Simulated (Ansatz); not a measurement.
# PbF2: the cost of one run

Program: Ansatz 0.2.0. Level of theory: DFT, plane waves, PAW, no spin polarisation. These are calculated values, not measurements.

**1. The structure to begin with**

The cell holds 24 atoms (F16Pb8): a = 8.373 Å, b = 8.373 Å, c = 8.373 Å, α = 60.00°, β = 60.00°, γ = 60.00°.

Coordinates:

```xyz
24
Lattice="0.0000 5.9209 5.9209 5.9209 0.0000 5.9209 5.9209 5.9209 0.0000" Properties=species:S:1:pos:R:3 pbc="T T T"
Pb    0.0000    0.0000    0.0000
F     1.4802    1.4802    1.4802
F     4.4407    4.4407    4.4407
Pb    2.9604    2.9604    0.0000
F     4.4407    4.4407    1.4802
F     7.4011    7.4011    4.4407
Pb    2.9604    0.0000    2.9604
F     4.4407    1.4802    4.4407
F     7.4011    4.4407    7.4011
Pb    5.9209    2.9604    2.9604
F     7.4011    4.4407    4.4407
F    10.3615    7.4011    7.4011
Pb    0.0000    2.9604    2.9604
F     1.4802    4.4407    4.4407
F     4.4407    7.4011    7.4011
Pb    2.9604    5.9209    2.9604
F     4.4407    7.4011    4.4407
F     7.4011   10.3615    7.4011
Pb    2.9604    2.9604    5.9209
F     4.4407    4.4407    7.4011
F     7.4011    7.4011   10.3615
Pb    5.9209    5.9209    5.9209
F     7.4011    7.4011    7.4011
F    10.3615   10.3615   10.3615
```

**2. Run 1: PBEsol**

input.yaml

```yaml
crystal:
  lattice:
    - [0.0, 5.9208777827, 5.9208777827]
    - [5.9208777827, 0.0, 5.9208777827]
    - [5.9208777827, 5.9208777827, 0.0]
  atoms:
    - { symbol: Pb, position: [0.0, 0.0, 0.0] }
    - { symbol: F, position: [0.125, 0.125, 0.125] }
    - { symbol: F, position: [0.375, 0.375, 0.375] }
    - { symbol: Pb, position: [0.0, 0.0, 0.5] }
    - { symbol: F, position: [0.125, 0.125, 0.625] }
    - { symbol: F, position: [0.375, 0.375, 0.875] }
    - { symbol: Pb, position: [0.0, 0.5, 0.0] }
    - { symbol: F, position: [0.125, 0.625, 0.125] }
    - { symbol: F, position: [0.375, 0.875, 0.375] }
    - { symbol: Pb, position: [0.0, 0.5, 0.5] }
    - { symbol: F, position: [0.125, 0.625, 0.625] }
    - { symbol: F, position: [0.375, 0.875, 0.875] }
    - { symbol: Pb, position: [0.5, 0.0, 0.0] }
    - { symbol: F, position: [0.625, 0.125, 0.125] }
    - { symbol: F, position: [0.875, 0.375, 0.375] }
    - { symbol: Pb, position: [0.5, 0.0, 0.5] }
    - { symbol: F, position: [0.625, 0.125, 0.625] }
    - { symbol: F, position: [0.875, 0.375, 0.875] }
    - { symbol: Pb, position: [0.5, 0.5, 0.0] }
    - { symbol: F, position: [0.625, 0.625, 0.125] }
    - { symbol: F, position: [0.875, 0.875, 0.375] }
    - { symbol: Pb, position: [0.5, 0.5, 0.5] }
    - { symbol: F, position: [0.625, 0.625, 0.625] }
    - { symbol: F, position: [0.875, 0.875, 0.875] }
kpoints:
  mp_grid: { grid: [2, 2, 2] }
hamiltonian:
  xc: pbesol
scf:
  occupations: { method: fermi_dirac, width: 0.146 }
md:
  ensemble: nve
  temperature: 1700
  timestep: 2.0
  n_steps: 40
  initial_velocities: maxwell_boltzmann
  seed: 3162
```

Run with:

```console
$ ansatz run input.yaml --threads 4 --pin off --max-ram 3686MiB --backend cpu --events-out ev --progress --plain --runs-dir out
```

Q: Estimate wall time and peak memory on 4 threads of Arm Neoverse N1, shared host.

About 6.5 min, with a peak of 1.7 GiB.
